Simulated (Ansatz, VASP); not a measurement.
## One calculation of Mg7O, two programs

File INCAR:

```
SYSTEM = Mg7O
PREC     = Accurate       ! precision mode
ENCUT    = 600            ! plane-wave cutoff, eV
EDIFF    = 1E-6           ! SCF threshold, eV
ISMEAR   = 0              ! smearing method
SIGMA    = 0.1            ! smearing width, eV
LREAL    = .False.        ! projectors in reciprocal space
LASPH    = .True.         ! aspherical terms in the spheres
NELM     = 80             ! most SCF steps
ALGO     = Normal         ! electronic algorithm
ISIF     = 3              ! what is computed and relaxed
LWAVE    = .False.        ! write WAVECAR
LCHARG   = .False.        ! write CHGCAR
GGA      = PE             ! functional
IBRION   = 2              ! ionic algorithm
NSW      = 90             ! ionic steps
EDIFFG   = -0.04          ! ionic threshold
```

File KPOINTS:

```
Automatic mesh
0
Gamma
  4 4 4
  0 0 0
```

Contents of POSCAR:

```
Mg7O
1.0
    0.0000000000      3.9315929100      3.9315929100
    3.9315929100      0.0000000000      3.9315929100
    3.9315929100      3.9315929100      0.0000000000
Mg O
7 1
Direct
    0.0000000000      0.0000000000      0.5000000000
    0.5000000000      0.0000000000      0.5000000000
    0.0000000000      0.5000000000      0.5000000000
    0.5000000000      0.5000000000      0.0000000000
    0.0000000000      0.5000000000      0.0000000000
    0.5000000000      0.0000000000      0.0000000000
    0.5000000000      0.5000000000      0.5000000000
    0.0000000000      0.0000000000      0.0000000000
```

Input for Ansatz:

```yaml
crystal:
  lattice:
    - [0.0, 3.93159291, 3.93159291]
    - [3.93159291, 0.0, 3.93159291]
    - [3.93159291, 3.93159291, 0.0]
  atoms:
    - { symbol: Mg, position: [0.0, 0.0, 0.5] }
    - { symbol: Mg, position: [0.5, 0.0, 0.5] }
    - { symbol: Mg, position: [0.0, 0.5, 0.5] }
    - { symbol: Mg, position: [0.5, 0.5, 0.0] }
    - { symbol: Mg, position: [0.0, 0.5, 0.0] }
    - { symbol: Mg, position: [0.5, 0.0, 0.0] }
    - { symbol: Mg, position: [0.5, 0.5, 0.5] }
    - { symbol: O, position: [0.0, 0.0, 0.0] }
basis:
  ecutwfc: 420
kpoints:
  mp_grid: { grid: [4, 4, 4] }
hamiltonian:
  xc: pbe
scf:
  occupations: { method: gaussian, width: 0.1 }
  lower_state_search: "off"
output:
  forces: true
  stress: true
  eigenvalues: true
relax:
  adjacent_minimum: "off"
  f_tol: 0.04
  max_steps: 70
  cell: { stress_tol: 0.4 }
```

Change from the starting cell: species swapped into the Zn7Mo type (Fm-3m, No. 225).

Alike in both runs: task relaxation of cell and atoms; functional PBE; k mesh 4 × 4 × 4; occupations gaussian, width 0.1 eV; no spin polarisation.

|  | VASP | Ansatz |
| --- | --- | --- |
| version | VASP 6.6.1 | Ansatz 0.2.0 |
| potentials or method | VASP PAW PBE potentials, release 64 (Mg, O) | scalar-relativistic, plane waves, PAW |
| plane-wave cutoff (eV) | 600 | 420 |
| valence electrons in the cell | 20 | 76 |

|  | VASP | Ansatz | Ansatz less VASP |
| --- | --- | --- | --- |
| gap on the k mesh at the Fermi level, each at its own relaxed structure (eV) | none | none | - |
| relaxed volume (Å³/atom) | 20.26 | 20.19 | -0.067 |
| relaxed cell length with the largest relative difference (Å) | 6.120 | 6.113 | -0.0067 |
| energy change over the relaxation (meV/atom) | -255 | -257 | -2.6 |

A gap of «none» marks a metal or a gap that the smearing closes. The two sets of potentials don't hold the same shells in valence.

Caveats: the volume moved by over 15 % at a fixed basis, so the end points are rough (VASP).
